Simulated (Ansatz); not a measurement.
Set up this calculation in Ansatz 0.2.0, as the native input.

| Quantity | Value |
| --- | --- |
| Task | single point |
| Functional | PBEsol |
| Dispersion | D4 |
| Potentials or basis | Ansatz PAW |
| Cutoff | 420 eV (not typed: the program's choice for these potentials) |
| k mesh | 12 × 12 × 12 |
| Occupations | methfessel-paxton, width 0.1 eV |
| Spin | no spin polarisation |
| Hubbard terms | Ti d U = 6 eV |
| Double counting | fll |
| Hubbard projectors | ortho-atomic (the default) |

Crystal: TiH2.

```
Ti H
1.0
    -1.59650    1.59650    2.13350
     1.59650   -1.59650    2.13350
     1.59650    1.59650   -2.13350
Ti H
1 2
Direct
  0.00000 0.00000 0.00000
  0.25000 0.75000 0.50000
  0.75000 0.25000 0.50000
```

One way to write it, as run:

input.yaml

```yaml
crystal:
  lattice:
    - [-1.5965, 1.5965, 2.1335]
    - [1.5965, -1.5965, 2.1335]
    - [1.5965, 1.5965, -2.1335]
  atoms:
    - { symbol: Ti, position: [0.0, 0.0, 0.0] }
    - { symbol: H, position: [0.25, 0.75, 0.5] }
    - { symbol: H, position: [0.75, 0.25, 0.5] }
hamiltonian:
  xc: pbesol
  pseudopotentials: { kind: paw, core: large }
  dispersion: d4
  hubbard: { sites: [{ species: Ti, l: d, u_eff: 6.0 }], double_counting: fll }
kpoints:
  mp_grid: { grid: [12, 12, 12] }
scf:
  occupations: { method: methfessel_paxton, width: 0.1 }
output:
  forces: true
  stress: true
  eigenvalues: true
```

Potentials or basis: Ansatz PAW.

The run is started by

```sh
$ ansatz run input.yaml --threads 2 --pin off --max-ram 5120MiB --backend cpu --events-out ev --progress --plain --runs-dir out
```

Results of the run:

```
Pressure               : 1.9 GPa
Band gap on the k mesh : none (metal or under the smearing width)
```

Caveat: U without spin polarisation on a metal has little footing; pairwise dispersion overbinds metals, which lowers pressure and volume; the PAW data sets come from PBE, with cores solved anew for the run's functional, which leaves a small shift of forces and pressure; the U is typed as a test and isn't derived for this compound.

It took 3.9 s on 2 threads of Arm Neoverse V2, with other jobs on the host, peak memory 0.34 GiB.
